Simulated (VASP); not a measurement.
Write the native input for VASP 6.6.1 that does the following.

```yaml
Task: relaxation of cell and atoms
Functional: PBEsol
Potentials_or_basis: VASP PAW PBE potentials, release 64 (Os)
Cutoff: 600 eV
k_mesh: 8 × 8 × 8
Occupations: gaussian, width 0.1 eV
Spin: no spin polarisation
Further_INCAR_settings: ALGO = Fast; EDIFF = 1e-07; IBRION = 2; EDIFFG = -0.005; NSW = 90; ISIF = 3
```

The structure of Os lies in POSCAR:

```
Os
1.0
   -1.5182944900      1.5182944900      1.5182944900
    1.5182944900     -1.5182944900      1.5182944900
    1.5182944900      1.5182944900     -1.5182944900
Os
1
Direct
    0.0000000000      0.0000000000      0.0000000000
```

This isn't the form of Os at room conditions, which is hcp.

One way to write it, as run:

INCAR

```
SYSTEM = Os
ALGO = Fast
EDIFF = 1E-7
EDIFFG = -0.005
ENCUT = 600
GGA = PS
IBRION = 2
ISIF = 3
ISMEAR = 0
LASPH = .True.
LCHARG = .False.
LREAL = .False.
LWAVE = .False.
NELM = 100
NSW = 90
PREC = Accurate
SIGMA = 0.1
```

KPOINTS

```
k-points
0
Gamma
  8 8 8
  0 0 0
```

Potentials or basis: VASP PAW PBE potentials, release 64 (Os).

Launch:

```sh
$ cat potpaw_PBE.64/Os/POTCAR > POTCAR
$ mpirun -np 1 vasp_std > vasp.out
```

It gave:

The relaxed volume is 14.37 Å³/atom and the relaxed cell is a = 2.653 Å, b = 2.653 Å, c = 2.653 Å, α = 109.47°, β = 109.47°, γ = 109.47°. The space group after relaxing (to 0.05 Å) is Im-3m (No. 229), the energy gained by relaxing is 12.2 meV/atom and the ionic steps are 4. The pressure after relaxing is 0.0 GPa and the band gap on the k mesh is none (metal or under the smearing width).

Caveat: the k mesh is coarse (spacing up to 0.37 Å⁻¹), so the values aren't converged; the PAW data sets were made with another functional, which shifts forces and pressure a little.

Wall time 9.5 s on 1 thread of Intel(R) Xeon(R) 6975P-C (Granite Rapids), on a shared host, peak memory 0.15 GiB.
